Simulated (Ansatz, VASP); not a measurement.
## Two plane-wave programs on C

File INCAR:

```
SYSTEM = C
PREC = Accurate
ENCUT = 520
EDIFF = 1E-7
ISMEAR = 0
SIGMA = 0.05
LREAL = .FALSE.
LASPH = .TRUE.
NELM = 60
ALGO = Normal
ISIF = 2
LWAVE = .FALSE.
LCHARG = .TRUE.
GGA = PE
IVDW = 12
LELF = .TRUE.
LVHAR = .TRUE.
NBANDS = 11
```

Contents of KPOINTS:

```
Automatic mesh
0
G
  15 15 15
  0 0 0
```

File POSCAR:

```
C
1.0
    1.2427282054      0.7174894639      3.3892873547
   -1.2427282054      0.7174894639      3.3892873547
    0.0000000000     -1.4349789278      3.3892873547
C
2
Direct
    0.1628273003      0.1628273003      0.1628273003
    0.8371726997      0.8371726997      0.8371726997
```

Input for Ansatz:

```yaml
crystal:
  lattice:
    - [1.2427282054, 0.7174894639, 3.3892873547]
    - [-1.2427282054, 0.7174894639, 3.3892873547]
    - [0.0, -1.4349789278, 3.3892873547]
  atoms:
    - { symbol: C, position: [0.1628273003, 0.1628273003, 0.1628273003] }
    - { symbol: C, position: [0.8371726997, 0.8371726997, 0.8371726997] }
basis:
  ecutwfc: 520.0
kpoints:
  mp_grid: { grid: [15, 15, 15] }
hamiltonian:
  xc: pbe
  dispersion: d3bj
scf:
  occupations: { method: gaussian, width: 0.05 }
output:
  forces: true
  stress: true
  eigenvalues: true
```

Change from the starting cell: mode 4 frozen in at -0.038 Å, equal normal strain along x, y and z +0.0083.

Alike in both runs: task single point; functional PBE; dispersion D3(BJ); k mesh 15 × 15 × 15; occupations gaussian, width 0.05 eV; no spin polarisation.

|  | VASP | Ansatz |
| --- | --- | --- |
| version | VASP 6.6.1 | Ansatz 0.2.0 |
| potentials or method | VASP PAW PBE potentials, release 64 (C) | scalar-relativistic, plane waves, PAW |
| plane-wave cutoff (eV) | 520 | 520 |
| valence electrons in the cell | 8 | 8 |

```csv
,VASP,Ansatz,Ansatz less VASP
gap on the k mesh at the Fermi level (eV),0.75,0.75,0.000
least direct gap on the mesh (eV),0.75,0.75,0.000
pressure (GPa),-6.8,-7.2,-0.42
largest component of the traceless stress (GPa),5.48,5.97,+0.490
rms of the force components (eV/Å),0.733,0.736,+0.0026
```

Atom by atom the forces differ by 0.003 eV/Å (rms over components).

Caveats: an odd mesh through Γ misses points on the zone boundary, where band edges often lie; forces of over 1 eV/Å show positions far from the minimum, so gaps and moduli don't describe the material at rest.
